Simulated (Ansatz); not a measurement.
# Pd(110) / 1 layer Rh(110) / Pd(110): resistance against film thickness, part 2 of 2

Aim: what a thin film of another metal adds to the resistance, first Pd(110) / 1 layer Rh(110) / Pd(110).

Ansatz 0.2.0; Ansatz plane-wave DFT, PBE, PAW files; ballistic transport by layer matching (Landauer), zero bias; PAW set soft_1 (the session's first sound run).

So far. Step 2 (With 1 layer): The lead's potential steps by 2.7 meV from period to period, small in itself. The program estimates the junction's conductance to 4.2 % from the k-mesh, 8.8 % from the leads' distance from neutral and 5.8 % from their steps. Step 3 (With 3 layers, film layers 3): The conductance of the junction is 8.8e14 S/m², 18 % under the 1.1e15 S/m² of the last finished run.

## (4) With 5 layers, k-mesh 14×10×1, film layers 5

The stack now holds 5 film layers; the k-mesh follows the cell, and the energies span -0.27 to 0.27 eV.

System of this step: Pd(110) / 5 layers Rh(110) / Pd(110). The cell holds 18 atoms: 13 Pd and 5 Rh. Cell: a = 2.751 Å, b = 3.890 Å, c = 24.305 Å, α = 90.0°, β = 90.0°, γ = 90.0°. It derives from Pd and Rh. Regions: lead, 13 atoms (13 Pd); films, 5 atoms (5 Rh). The structure is stacked along c, and the current runs across the ab planes.

Input file input.yaml:

```yaml
crystal:
  lattice:
    - [2.7505039575, 0.0, 0.0]
    - [0.0, 3.8898, 0.0]
    - [0.0, 0.0, 24.3049117165]
  atoms:
    - { symbol: Pd, position: [0.0, 0.0, 0.0282916473] }
    - { symbol: Pd, position: [0.5, 0.5, 0.0848749418] }
    - { symbol: Pd, position: [0.0, 0.0, 0.1414582364] }
    - { symbol: Pd, position: [0.5, 0.5, 0.1980415309] }
    - { symbol: Pd, position: [0.0, 0.0, 0.2546248255] }
    - { symbol: Pd, position: [0.5, 0.5, 0.31120812] }
    - { symbol: Rh, position: [0.0, 0.0, 0.3659414844] }
    - { symbol: Rh, position: [0.5, 0.5, 0.4188249186] }
    - { symbol: Rh, position: [0.0, 0.0, 0.4717083527] }
    - { symbol: Rh, position: [0.5, 0.5, 0.5245917869] }
    - { symbol: Rh, position: [0.0, 0.0, 0.5774752211] }
    - { symbol: Pd, position: [0.5, 0.5, 0.6322085854] }
    - { symbol: Pd, position: [0.0, 0.0, 0.68879188] }
    - { symbol: Pd, position: [0.5, 0.5, 0.7453751745] }
    - { symbol: Pd, position: [0.0, 0.0, 0.8019584691] }
    - { symbol: Pd, position: [0.5, 0.5, 0.8585417636] }
    - { symbol: Pd, position: [0.0, 0.0, 0.9151250582] }
    - { symbol: Pd, position: [0.5, 0.5, 0.9717083527] }
kpoints:
  mp_grid: { grid: [14, 10, 1] }
hamiltonian:
  xc: pbe
  pseudopotentials: { kind: paw, azcp: { folder: soft_1 } }
scf:
  occupations: { method: fermi_dirac, width: 0.1 }
output:
  transmission:
    leads: [[0, 1]]
    kmesh: [26, 18]
    e_range: [-0.27, 0.27]
    de: 0.036
  write_potential: true
  write_density: true
  volumetric_format: npy
```

Run with:

```bash
$ ansatz run input.yaml --threads 4 --pin off --max-ram 8192MiB --backend cpu --events-out ev --progress --plain --runs-dir out
```

Numbers of over 12 decimals in the logs are rounded to 6 here.

The program printed:

```text
[...]
Crystal: 18 atoms, lattice volume = 260.036 Å³
Basis set: ecut = 420 eV, 5105 PW (Γ)
Bands: 192, of which v1, the nominal top of the filled ones, is band 160 counted from 1 (159 counted from 0)
Symmetry: 8 space group operations
[...]
k-points: 48 of 140
[...]
--- Transmission ---
  basis      : 93 plane waves across, 44 finite elements along
  points     : 140, standing for a mesh of 26 x 18
[...]
filled         : 25.1 meV over the level at which it is neutral
    channels       : 2.155983e0 a spin
[...]
slowest decay  : 0.0139 /Å at (0.3462, 0.4444)
  junction   : crystal 0 to crystal 0, 0.00 to 21.55 Å
    transmission   : 1.175560e0 a spin
[...]
resistance     : 5.2713e-4 Ω µm² beyond half of each lead's own
[key lines of the parts left out:]
SCF converged after 12 iterations
Free energy (F): -122662.458787 eV
Fermi energy:    20.446734 eV
```

It took 8 min on 4 threads of Arm Neoverse V1, shared host; peak memory 2.2 GiB; 28 min of CPU time.

Numbers from this step:

```yaml
free_energy: -122662.4588 eV
energy_at_zero_smearing: -122661.9444 eV
fermi_energy: 20.45 eV
step_of_the_lead_s_potential: 0.8 meV
ballistic_conductance_of_the_lead: 1.66e15 S/m²
estimated_errors_of_the_lead_s_conductance: 0, 3.7, 8.2 % (band edges, k-mesh, distance from neutral)
lead_conductance_per_cell: 2.291 G₀
conductance_of_the_junction: 8.86e14 S/m²
junction_conductance_per_cell: 1.224 G₀
estimated_errors_of_the_junction_s_conductance: 0.6, 3, 5, 0.8, 4.3 % (energy step, band edges, k-mesh, leads' steps, distance from neutral)
area_resistance_that_the_stack_adds_contact_term_taken_off_spin_by_spin: 0.5271 fΩ m²
```

Per spin. Table of transmission, zone mean by energy, zero at the Fermi level:

| energy (eV) | transmission, zone mean |
| --- | --- |
| -0.270 | 1.84 |
| -0.234 | 1.77 |
| -0.198 | 1.75 |
| -0.162 | 1.64 |
| -0.126 | 1.55 |
| -0.090 | 1.45 |
| -0.054 | 1.33 |
| -0.018 | 1.24 |
| 0.018 | 1.18 |
| 0.054 | 1.13 |
| 0.090 | 1.10 |
| 0.126 | 1.02 |
| 0.162 | 0.947 |
| 0.198 | 0.896 |
| 0.234 | 0.834 |
| 0.270 | 0.760 |

The conductance of the junction is 8.9e14 S/m², 0.24 % over the 8.8e14 S/m² of the last finished run, within the error estimates, leads' steps apart, of 6.9 and 5 %.

## (5) With 7 layers, k-mesh 14×10×1, film layers 7

The stack now holds 7 film layers; the k-mesh follows the cell, and the energies span -0.27 to 0.27 eV.

System of this step: Pd(110) / 7 layers Rh(110) / Pd(110). The cell holds 20 atoms: 13 Pd and 7 Rh. Cell: a = 2.751 Å, b = 3.890 Å, c = 26.876 Å, α = 90.0°, β = 90.0°, γ = 90.0°. It derives from Pd and Rh. Regions: lead, 13 atoms (13 Pd); films, 7 atoms (7 Rh). The structure is stacked along c, and the current runs across the ab planes.

input.yaml, the sections that differ from step 4:

```yaml
crystal:
  lattice:
    - [2.7505039575, 0.0, 0.0]
    - [0.0, 3.8898, 0.0]
    - [0.0, 0.0, 26.8755661137]
  atoms:
    - { symbol: Pd, position: [0.0, 0.0, 0.0255855444] }
    - { symbol: Pd, position: [0.5, 0.5, 0.0767566331] }
    - { symbol: Pd, position: [0.0, 0.0, 0.1279277219] }
    - { symbol: Pd, position: [0.5, 0.5, 0.1790988106] }
    - { symbol: Pd, position: [0.0, 0.0, 0.2302698994] }
    - { symbol: Pd, position: [0.5, 0.5, 0.2814409881] }
    - { symbol: Rh, position: [0.0, 0.0, 0.3309390929] }
    - { symbol: Rh, position: [0.5, 0.5, 0.3787642138] }
    - { symbol: Rh, position: [0.0, 0.0, 0.4265893347] }
    - { symbol: Rh, position: [0.5, 0.5, 0.4744144556] }
    - { symbol: Rh, position: [0.0, 0.0, 0.5222395765] }
    - { symbol: Rh, position: [0.5, 0.5, 0.5700646974] }
    - { symbol: Rh, position: [0.0, 0.0, 0.6178898183] }
    - { symbol: Pd, position: [0.5, 0.5, 0.6673879231] }
    - { symbol: Pd, position: [0.0, 0.0, 0.7185590119] }
    - { symbol: Pd, position: [0.5, 0.5, 0.7697301006] }
    - { symbol: Pd, position: [0.0, 0.0, 0.8209011894] }
    - { symbol: Pd, position: [0.5, 0.5, 0.8720722781] }
    - { symbol: Pd, position: [0.0, 0.0, 0.9232433669] }
    - { symbol: Pd, position: [0.5, 0.5, 0.9744144556] }
# kpoints, hamiltonian, scf, output: as in step 4
```

The program printed:

```text
[...]
Crystal: 20 atoms, lattice volume = 287.539 Å³
Basis set: ecut = 420 eV, 5645 PW (Γ)
Bands: 212, of which v1, the nominal top of the filled ones, is band 177 counted from 1 (176 counted from 0)
Symmetry: 8 space group operations
[...]
k-points: 48 of 140
[...]
--- Transmission ---
  basis      : 93 plane waves across, 52 finite elements along
  points     : 140, standing for a mesh of 26 x 18
[...]
filled         : 27.4 meV over the level at which it is neutral
    channels       : 2.121795e0 a spin
[...]
slowest decay  : 0.0127 /Å at (0.3462, 0.4444)
  junction   : crystal 0 to crystal 0, -0.00 to 24.13 Å
    transmission   : 1.087710e0 a spin
[...]
resistance     : 5.8902e-4 Ω µm² beyond half of each lead's own
[key lines of the parts left out:]
SCF converged after 12 iterations
Free energy (F): -135468.299640 eV
Fermi energy:    20.637595 eV
```

Run time: 8.8 min. Hardware: 4 threads; peak memory 2.6 GiB; 30 min of CPU time.

This step gave:

```
free energy                                                                : -135468.2996 eV
energy at zero smearing                                                    : -135467.7470 eV
Fermi energy                                                               : 20.64 eV
step of the lead's potential                                               : 1.5 meV
ballistic conductance of the lead                                          : 1.64e15 S/m²
estimated errors of the lead's conductance                                 : 0, 3.7, 9 % (band edges, k-mesh, distance from neutral)
lead conductance per cell                                                  : 2.268 G₀
conductance of the junction                                                : 8.35e14 S/m²
junction conductance per cell                                              : 1.154 G₀
estimated errors of the junction's conductance                             : 0.2, 3, 5, 2.5, 6.6 % (energy step, band edges, k-mesh, leads' steps, distance from neutral)
area resistance that the stack adds (contact term taken off, spin by spin) : 0.5890 fΩ m²
```

Per spin. Table of transmission, zone mean by energy, zero at the Fermi level:

| energy (eV) | transmission, zone mean |
| --- | --- |
| -0.270 | 1.82 |
| -0.234 | 1.79 |
| -0.198 | 1.79 |
| -0.162 | 1.65 |
| -0.126 | 1.54 |
| -0.090 | 1.39 |
| -0.054 | 1.30 |
| -0.018 | 1.19 |
| 0.018 | 1.09 |
| 0.054 | 0.997 |
| 0.090 | 0.941 |
| 0.126 | 0.953 |
| 0.162 | 0.887 |
| 0.198 | 0.844 |
| 0.234 | 0.791 |
| 0.270 | 0.715 |

The conductance of the junction is 8.4e14 S/m², 5.8 % under the 8.9e14 S/m² of the last finished run, within the error estimates, leads' steps apart, of 5 and 6.6 %.

## (6) With 9 layers, k-mesh 14×10×1, film layers 9

The stack now holds 9 film layers; the k-mesh follows the cell, and the energies span -0.27 to 0.27 eV.

System of this step: Pd(110) / 9 layers Rh(110) / Pd(110). The cell holds 22 atoms: 13 Pd and 9 Rh. Cell: a = 2.751 Å, b = 3.890 Å, c = 29.446 Å, α = 90.0°, β = 90.0°, γ = 90.0°. It derives from Pd and Rh. Regions: lead, 13 atoms (13 Pd); films, 9 atoms (9 Rh). The structure is stacked along c, and the current runs across the ab planes.

input.yaml, the sections that differ from step 5:

```yaml
crystal:
  lattice:
    - [2.7505039575, 0.0, 0.0]
    - [0.0, 3.8898, 0.0]
    - [0.0, 0.0, 29.4462205109]
  atoms:
    - { symbol: Pd, position: [0.0, 0.0, 0.0233519269] }
    - { symbol: Pd, position: [0.5, 0.5, 0.0700557808] }
    - { symbol: Pd, position: [0.0, 0.0, 0.1167596346] }
    - { symbol: Pd, position: [0.5, 0.5, 0.1634634884] }
    - { symbol: Pd, position: [0.0, 0.0, 0.2101673423] }
    - { symbol: Pd, position: [0.5, 0.5, 0.2568711961] }
    - { symbol: Rh, position: [0.0, 0.0, 0.3020481175] }
    - { symbol: Rh, position: [0.5, 0.5, 0.3456981064] }
    - { symbol: Rh, position: [0.0, 0.0, 0.3893480953] }
    - { symbol: Rh, position: [0.5, 0.5, 0.4329980842] }
    - { symbol: Rh, position: [0.0, 0.0, 0.4766480731] }
    - { symbol: Rh, position: [0.5, 0.5, 0.520298062] }
    - { symbol: Rh, position: [0.0, 0.0, 0.5639480509] }
    - { symbol: Rh, position: [0.5, 0.5, 0.6075980398] }
    - { symbol: Rh, position: [0.0, 0.0, 0.6512480287] }
    - { symbol: Pd, position: [0.5, 0.5, 0.6964249501] }
    - { symbol: Pd, position: [0.0, 0.0, 0.7431288039] }
    - { symbol: Pd, position: [0.5, 0.5, 0.7898326577] }
    - { symbol: Pd, position: [0.0, 0.0, 0.8365365116] }
    - { symbol: Pd, position: [0.5, 0.5, 0.8832403654] }
    - { symbol: Pd, position: [0.0, 0.0, 0.9299442192] }
    - { symbol: Pd, position: [0.5, 0.5, 0.9766480731] }
# kpoints, hamiltonian, scf, output: as in step 5
```

The program printed:

```text
[...]
Crystal: 22 atoms, lattice volume = 315.042 Å³
Basis set: ecut = 420 eV, 6187 PW (Γ)
Bands: 233, of which v1, the nominal top of the filled ones, is band 194 counted from 1 (193 counted from 0)
Symmetry: 8 space group operations
[...]
k-points: 48 of 140
[...]
--- Transmission ---
  basis      : 93 plane waves across, 57 finite elements along
  points     : 140, standing for a mesh of 26 x 18
[...]
filled         : 32.1 meV over the level at which it is neutral
    channels       : 2.036325e0 a spin
[...]
slowest decay  : 0.0094 /Å at (0.3462, 0.4444)
  junction   : crystal 0 to crystal 0, 0.00 to 26.70 Å
    transmission   : 1.114913e0 a spin
[...]
resistance     : 5.7667e-4 Ω µm² beyond half of each lead's own
[key lines of the parts left out:]
SCF converged after 12 iterations
Free energy (F): -148274.026778 eV
Fermi energy:    20.798037 eV
```

Elapsed: 10 min, on 4 threads; peak memory 3.1 GiB.

Numbers from this step:

| Item | Value |
| --- | --- |
| free energy | -148274.0268 eV |
| energy at zero smearing | -148273.4265 eV |
| Fermi energy | 20.80 eV |
| step of the lead's potential | 1.9 meV |
| ballistic conductance of the lead | 1.62e15 S/m² |
| estimated errors of the lead's conductance | 0, 3.7, 10.6 % (band edges, k-mesh, distance from neutral) |
| lead conductance per cell | 2.231 G₀ |
| conductance of the junction | 8.37e14 S/m² |
| junction conductance per cell | 1.156 G₀ |
| estimated errors of the junction's conductance | 1.1, 2.5, 5.2, 3.4, 5.7 % (energy step, band edges, k-mesh, leads' steps, distance from neutral) |
| area resistance that the stack adds (contact term taken off, spin by spin) | 0.5767 fΩ m² |

Per spin. Transmission, zone mean against energy, zero at the Fermi level:

| energy (eV) | transmission, zone mean |
| --- | --- |
| -0.270 | 1.67 |
| -0.234 | 1.66 |
| -0.198 | 1.64 |
| -0.162 | 1.51 |
| -0.126 | 1.42 |
| -0.090 | 1.33 |
| -0.054 | 1.26 |
| -0.018 | 1.19 |
| 0.018 | 1.11 |
| 0.054 | 1.05 |
| 0.090 | 0.944 |
| 0.126 | 0.889 |
| 0.162 | 0.864 |
| 0.198 | 0.833 |
| 0.234 | 0.757 |
| 0.270 | 0.745 |

The conductance of the junction is 8.4e14 S/m², 0.21 % over the 8.4e14 S/m² of the last finished run, within the error estimates, leads' steps apart, of 6.6 and 5.7 %.

## (7) The ladder

Times are for 4 threads of Arm Neoverse V1, shared host. Results by setting:

| no. | film layers | area resistance that the stack adds (contact term taken off, spin by spin) (fΩ m²) | conductance of the junction (S/m²) | time | memory (GiB) |
| --- | --- | --- | --- | --- | --- |
| 1 | 1 | 0.3133 | 1.08e15 | 12 min | 2.2 |
| 2 | 3 | 0.5171 | 8.84e14 | 7.8 min | 2.7 |
| 3 | 5 | 0.5271 | 8.86e14 | 8 min | 2.2 |
| 4 | 7 | 0.5890 | 8.35e14 | 8.8 min | 2.6 |
| 5 | 9 | 0.5767 | 8.37e14 | 10 min | 3.1 |

## (8) With 3 layers

A repeat with a changed input, to see how far the result depends on it.

This step: Ansatz plane-wave DFT, LDA, PAW files; ballistic transport by layer matching (Landauer), zero bias; changed: hamiltonian.xc = "lda", scf.eigensolver.kind = "davidson"; PAW set soft_1 (Ansatz 0.2.0).

System of this step: Pd(110) / 3 layers Rh(110) / Pd(110). The cell holds 16 atoms: 13 Pd and 3 Rh. Cell: a = 2.751 Å, b = 3.890 Å, c = 21.734 Å, α = 90.0°, β = 90.0°, γ = 90.0°. It derives from Pd and Rh. Regions: lead, 13 atoms (13 Pd); films, 3 atoms (3 Rh). The structure is stacked along c, and the current runs across the ab planes.

Input file input.yaml:

```yaml
crystal:
  lattice:
    - [2.7505039575, 0.0, 0.0]
    - [0.0, 3.8898, 0.0]
    - [0.0, 0.0, 21.7342573193]
  atoms:
    - { symbol: Pd, position: [0.0, 0.0, 0.0316378876] }
    - { symbol: Pd, position: [0.5, 0.5, 0.0949136627] }
    - { symbol: Pd, position: [0.0, 0.0, 0.1581894378] }
    - { symbol: Pd, position: [0.5, 0.5, 0.221465213] }
    - { symbol: Pd, position: [0.0, 0.0, 0.2847409881] }
    - { symbol: Pd, position: [0.5, 0.5, 0.3480167632] }
    - { symbol: Rh, position: [0.0, 0.0, 0.4092238047] }
    - { symbol: Rh, position: [0.5, 0.5, 0.4683621124] }
    - { symbol: Rh, position: [0.0, 0.0, 0.5275004202] }
    - { symbol: Pd, position: [0.5, 0.5, 0.5887074617] }
    - { symbol: Pd, position: [0.0, 0.0, 0.6519832368] }
    - { symbol: Pd, position: [0.5, 0.5, 0.7152590119] }
    - { symbol: Pd, position: [0.0, 0.0, 0.778534787] }
    - { symbol: Pd, position: [0.5, 0.5, 0.8418105622] }
    - { symbol: Pd, position: [0.0, 0.0, 0.9050863373] }
    - { symbol: Pd, position: [0.5, 0.5, 0.9683621124] }
kpoints:
  mp_grid: { grid: [14, 10, 2] }
hamiltonian:
  xc: lda
  pseudopotentials: { kind: paw, azcp: { folder: soft_1 }, xc_functional: pbe }
scf:
  occupations: { method: fermi_dirac, width: 0.1 }
  eigensolver: { kind: davidson }
output:
  transmission:
    leads: [[0, 1]]
    kmesh: [26, 18]
    e_range: [-0.27, 0.27]
    de: 0.036
  write_potential: true
  write_density: true
  volumetric_format: npy
```

The program printed:

```text
[...]
Crystal: 16 atoms, lattice volume = 232.533 Å³
Basis set: ecut = 420 eV, 4549 PW (Γ)
Bands: 171, of which v1, the nominal top of the filled ones, is band 143 counted from 1 (142 counted from 0)
Symmetry: 8 space group operations
[...]
k-points: 96 of 280
[...]
SCF iter   1: F=—  HF=-107843.157675 eV  |F-HF|=—  |Δ(HF+E_count)|=         —  Δρ=2.20e-1  dr2=9.88e2  ethr=1.00e-1  ⟨swp⟩=5.7  Hψ=49024  notcnv=0
[...]
SCF iter  13: F=-107816.235278 eV  HF=-107816.235278 eV  |F-HF|=9.08e-9  |Δ(HF+E_count)|=   7.13e-9  Δρ=9.60e-7  dr2=9.49e-9  ethr=2.95e-10  ⟨swp⟩=2.2  Hψ=30950  notcnv=0  defer=31
the search or the solves at the SCF's close seem to have found levels that the self-consistency loop had missed (the run counts 3). By its estimate they hold under 1e-12 electrons; where the run keeps them, the occupations were computed again with them
SCF 1 converged in 13 iterations: F = -107816.235278 eV  dr2 = 9.49e-9
[...]
transmission: 532 of 5320 steps passed
transmission: 1064 of 5320 steps passed
[...]
transmission: 5320 of 5320 steps passed
SCF converged after 13 iterations
Free energy (F): -107816.235278 eV
[...]
Internal energy: -107815.298344 eV  (E = F + TS)
E sigma→0 (E₀):  -107815.766811 eV
Entropy (-TS):   -0.936934 eV (-58.558 meV/atom)
Fermi energy:    19.874390 eV
[...]
--- Band table (eV; the first three rows and the last of 96) ---
  k-point 0: bands = [... 139 lower, 19.2593, 19.4795, 19.6441, 19.7311, 19.7362, 20.0213, 20.0302, 20.0978, ... 24 higher]
  k-point 1: bands = [... 139 lower, 19.4597, 19.4921, 19.5258, 19.7218, 19.7890, 19.8897, 19.9562, 19.9806, ... 24 higher]
  k-point 2: bands = [... 139 lower, 19.3847, 19.4039, 19.5118, 19.7956, 19.8071, 19.9200, 20.0224, 20.1286, ... 24 higher]
  k-point 95: bands = [... 139 lower, 20.0353, 20.0355, 20.2976, 20.3647, 20.6013, 21.2303, 21.2556, 21.4614, ... 24 higher]
--- Transmission ---
  basis      : 93 plane waves across, 38 finite elements along
  points     : 140, standing for a mesh of 26 x 18
[...]
filled         : 28.0 meV over the level at which it is neutral
    channels       : 2.173077e0 a spin
[...]
slowest decay  : 0.0288 /Å at (0.3846, 0.4444)
  junction   : crystal 0 to crystal 0, 0.00 to 18.98 Å
    transmission   : 1.168853e0 a spin
[...]
resistance     : 5.1075e-4 Ω µm² beyond half of each lead's own
```

The job ended after 8.5 min (4 threads; peak memory 2.4 GiB).

Numbers from this step:

```
free energy                                                                : -107816.2353 eV
energy at zero smearing                                                    : -107815.7668 eV
Fermi energy                                                               : 19.87 eV
step of the lead's potential                                               : 2.5 meV
ballistic conductance of the lead                                          : 1.67e15 S/m²
estimated errors of the lead's conductance                                 : 0, 3.7, 9.2 % (band edges, k-mesh, distance from neutral)
lead conductance per cell                                                  : 2.310 G₀
conductance of the junction                                                : 9.04e14 S/m²
junction conductance per cell                                              : 1.248 G₀
estimated errors of the junction's conductance                             : 0.4, 2.9, 4.4, 7, 6.8 % (energy step, band edges, k-mesh, leads' steps, distance from neutral)
area resistance that the stack adds (contact term taken off, spin by spin) : 0.5108 fΩ m²
```

Per spin. Transmission, zone mean against energy, zero at the Fermi level:

| energy (eV) | transmission, zone mean |
| --- | --- |
| -0.270 | 2.03 |
| -0.234 | 1.99 |
| -0.198 | 1.94 |
| -0.162 | 1.82 |
| -0.126 | 1.71 |
| -0.090 | 1.57 |
| -0.054 | 1.41 |
| -0.018 | 1.28 |
| 0.018 | 1.17 |
| 0.054 | 1.11 |
| 0.090 | 1.09 |
| 0.126 | 0.987 |
| 0.162 | 0.911 |
| 0.198 | 0.780 |
| 0.234 | 0.750 |
| 0.270 | 0.696 |

With the changed settings the conductance of the junction moves by 2.2 % from the earlier run's 8.8e14 S/m².

## (9) Results

```
area resistance, 1 layer  : 0.313 fΩ m²
area resistance, 3 layers : 0.517 fΩ m²
area resistance, 5 layers : 0.527 fΩ m²
area resistance, 7 layers : 0.589 fΩ m²
area resistance, 9 layers : 0.577 fΩ m²
```

The stack adds 0.31 fΩ m² with 1 layer and 0.58 fΩ m² with 9. From 3 layers on no step exceeds the two runs' error estimates together, as expected where only the two interfaces scatter; half the mean, 0.28 fΩ m², is a rough coherent figure for one interface. Atoms sit on ideal sites and aren't relaxed. The program's error estimates for the conductances, leads' steps apart, run from 5 to 8.8 %. Rh(110) is stretched by 2.3 % in plane to fit Pd(110).

[Logs are printed without paths, hosts, clocks, repeated set-up lines and the standing remarks that a program may print on its own settings, such as how far it seeks lower states.]

[Hosts, paths, dates, database ids (printed as entryN), source tags and the programs' standing remarks are cut or masked in the printed files.]
